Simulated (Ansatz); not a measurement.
Elastic constants of SnSe at 11 GPa (stress–strain coefficients): input and output

All numbers below come from Ansatz 0.2.0, DFT PBE+D3(BJ), scalar-relativistic, plane waves, PAW.

Launched with:
```bash
ansatz run input.yaml --threads 1 --pin off --max-ram 3072MiB --backend cpu --events-out ev --progress --plain --runs-dir out
```

Input (bare energies are in eV):
```yaml
crystal:
  lattice:
    - [0.0, 2.8426871882, 2.8426871882]
    - [2.8426871882, 0.0, 2.8426871882]
    - [2.8426871882, 2.8426871882, 0.0]
  atoms:
    - { symbol: Sn, position: [0.0, 0.0, 0.0] }
    - { symbol: Se, position: [0.5, 0.5, 0.5] }
basis:
  ecutwfc: 420
kpoints:
  mp_grid: { grid: [12, 12, 12] }
hamiltonian:
  xc: pbe
  dispersion: d3bj
scf:
  occupations: { method: gaussian, width: 0.01 }
output:
  forces: true
  stress: true
  eigenvalues: true
elastic:
  mode: relaxed_ion
```

From the output:
```
--- Elastic constants: 2 strain directions × 4 members + reference (group order 48) ---
  dense FFT box of the reference and of every strained cell: 27×27×27
  strains applied: 11, 23; error gains: componentwise 1.00 (the most a stress slope's error grows in a printed constant), spectral 1.73 (1 for all six strains in a standard setting)
  pairwise dispersion correction: d3bj (s6 = 1.0, s8 = 0.7875, a1 = 0.4289, a2_bohr = 4.4407), with the weights of each atom's references fixed at the reference crystal's, and the forces and stress that the weights' published response gives ...
  C = ∂σ_k/∂η_j (tension-positive GPa; Voigt order 11 22 33 23 13 12):
       258.440     14.780     14.780      0.000     -0.000     -0.000
        14.780    258.440     14.780     -0.000      0.000     -0.000
        14.780     14.780    258.440      0.000      0.000     -0.000
         0.000     -0.000     -0.000     14.303     -0.000      0.000
        -0.000      0.000      0.000     -0.000     14.303     -0.000
        -0.000     -0.000     -0.000     -0.000     -0.000     14.303
  reference stress σ⁰ (GPa):    -11.000    -11.000    -11.000      0.000     -0.000      0.000
  C* (energy form; C + prestress term) asymmetry max|C*_kj − C*_jk| = 5.329e-15 GPa — a small one proves nothing (zero by symmetry where the batch's group is 432, −43m or m−3m); a large one is finite-difference/SCF noise where every solve ...
  moduli (Voigt/Reuss/Hill, GPa): K = 96.00/96.00/96.00   G = 57.31/22.11/39.71   E = 104.70   ν = 0.318
  mechanically stable: yes (min eigenvalue of sym C = 14.30 GPa)
  strain η (Voigt 11):  stress-route row diagonal C_11 = 258.44 GPa, energy-path curvature d²(F+E_count+ΔE)/dδ²/Ω₀ = 258.35 GPa
    cells at ±δ against ±2δ: C11 258.45 and 258.46 GPa, apart by 0.01 % of the column's largest entry
         δ    σ_11 (GPa) F (eV) n_scf n_hpsi n_pw
    -4.000e-3     -12.0546      -11494.6257398       7   55279    922   relax 0 steps, max|allowed force component| 4.93e-30 eV/Å
    -2.000e-3     -11.5221      -11494.6325008       5   48867    934   relax 0 steps, max|allowed force component| 2.27e-30 eV/Å
     2.000e-3     -10.4883      -11494.6451207       4   43305    934   relax 0 steps, max|allowed force component| 2.80e-29 eV/Å
     4.000e-3      -9.9869      -11494.6509893       6   49768    934   relax 0 steps, max|allowed force component| 5.76e-29 eV/Å
  strain η (Voigt 23):  stress-route row diagonal C_44 = 14.30 GPa, energy-path curvature d²(F+E_count+ΔE)/dδ²/Ω₀ = 19.84 GPa
    cells at ±δ against ±2δ: C44 14.30 and 14.30 GPa, apart by 0.03 % of the column's largest entry
         δ    σ_23 (GPa) F (eV) n_scf n_hpsi n_pw
    -4.000e-3      -0.0572      -11494.6389127       6   86466    930   relax 0 steps, max|allowed force component| 7.49e-30 eV/Å
    -2.000e-3      -0.0286      -11494.6389472       4   79225    934   relax 0 steps, max|allowed force component| 5.56e-29 eV/Å
     2.000e-3       0.0286      -11494.6389472       4   76727    934   relax 0 steps, max|allowed force component| 2.21e-29 eV/Å
     4.000e-3       0.0572      -11494.6389127       6   90003    930   relax 0 steps, max|allowed force component| 2.37e-29 eV/Å
```

The run took 59 s on 1 thread of Intel(R) Xeon(R) Platinum 8375C CPU @ 2.90GHz (Ice Lake), with other jobs on the host, peak memory 0.54 GiB.

Spin–orbit coupling is left out, which matters for heavy elements. Other phases may be more stable at this pressure. The bands were filled as in an insulator; under compression the gap may have closed between mesh points.

This rock-salt form isn't the usual stable structure of the compound at low pressure.